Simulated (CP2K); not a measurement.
The system is Sn.

```
Sn
1.0
     3.26908    0.00000    0.00000
    -1.12259    3.10680    0.00000
    -1.06548   -1.58048    2.67841
Sn
1
Direct
  0.00000 0.00000 0.00000
```

This isn't the form of Sn at room conditions, which is tetragonal (white tin).

The cell isn't the ideal one: cell sheared at random, sigma 0.01, atoms nudged by 0.01 Å; pressure = 0.

```yaml
Program: CP2K 2026.2
Task: relaxation of cell and atoms
Functional: PBEsol
Potentials_or_basis: POTENTIAL_UZH Sn GTH-PBE-q4; DZVP-MOLOPT-PBE-GTH basis
Density_cutoff: 6123 eV
k_mesh: 8 × 8 × 8
Occupations: fermi-dirac, width 0.05 eV
Spin: no spin polarisation
```

At the start: pressure 1.8 GPa; volume 27.20 Å³/atom.

Problem. Where does the relaxation end?

Solution. Over 40 steps the energy falls by 56.0 meV/atom and the volume is 28.05 Å³/atom (+3.1 %); space group Immm (No. 71, to 0.05 Å).

The path:
```csv
step,energy change (eV),largest force (eV/Å),volume (Å³)
1,0.0000,0.0000,27.20
2,-0.0003,0.0000,27.23
3,-0.0061,0.0000,28.21
4,-0.0062,0.0000,28.28
5,-0.0062,0.0000,28.30
6,-0.0063,0.0000,28.37
7,-0.0065,0.0000,28.45
8,-0.0069,0.0000,28.56
9,0.0656,0.0000,24.44
10,0.0929,0.0000,24.86
11,0.0128,0.0000,30.14
12,-0.0251,0.0000,28.28
13,-0.0261,0.0000,27.09
14,-0.0311,0.0000,27.79
15,-0.0316,0.0000,27.76
16,-0.0320,0.0000,27.77
17,-0.0327,0.0000,27.79
18,-0.0351,0.0000,27.90
19,-0.0384,0.0000,28.08
20,-0.0409,0.0000,28.23
21,-0.0419,0.0000,28.27
22,-0.0422,0.0000,28.25
23,-0.0432,0.0000,28.16
24,-0.0439,0.0000,28.16
25,-0.0470,0.0000,28.26
26,-0.0442,0.0000,28.42
27,-0.0499,0.0000,28.33
28,-0.0495,0.0000,28.16
29,-0.0522,0.0000,28.22
30,-0.0528,0.0000,28.20
31,-0.0531,0.0000,28.17
32,-0.0533,0.0000,28.12
33,-0.0534,0.0000,28.11
34,-0.0538,0.0000,28.07
35,-0.0544,0.0000,28.03
36,-0.0553,0.0000,28.01
37,-0.0558,0.0000,28.03
38,-0.0560,0.0000,28.05
39,-0.0560,0.0000,28.05
40,-0.0560,0.0000,28.05
```

Final structure:
```
Sn
1.0
     3.34071    0.00000    0.00000
    -1.39277    3.04144    0.00000
    -0.49248   -1.83517    2.76087
Sn
1
Direct
  0.00000 0.00000 0.00000
```

Caveat: the potentials were made for another functional, which shifts forces and pressure; the basis of atomic orbitals isn't converged, which shifts pressures, moduli and gaps.
